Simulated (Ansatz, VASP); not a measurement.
**Two plane-wave programs on SiC**

```xyz
2
Lattice="0.0000 2.1782 2.1782 2.1782 0.0000 2.1782 2.1782 2.1782 0.0000" Properties=species:S:1:pos:R:3 pbc="T T T"
Si    0.0000    0.0000    0.0000
C     3.2673    3.2673    3.2673
```

Alike in both runs: functional r2SCAN; k mesh 12 × 12 × 12; occupations fermi-dirac, width 0.1 eV; no spin polarisation.

Ansatz relaxed the structure, and its values are those at the end. VASP's run is a single point on that final structure, the one shown.

|  | VASP | Ansatz |
| --- | --- | --- |
| version | VASP 6.6.1 | Ansatz 0.2.0 |
| potentials or method | VASP PAW PBE potentials, release 64 (Si, C) | PAW with Ansatz's default frozen-core files, scalar-relativistic |
| plane-wave cutoff (eV) | 520 | 500 |
| valence electrons in the cell | 8 | 8 |

```tsv
	VASP	Ansatz	Ansatz less VASP
pressure (GPa)	-0.2	0.0	+0.17
```

Caveats: the PAW data sets were made with another functional, which shifts forces and pressure a little (VASP). A k mesh can miss the band edges.
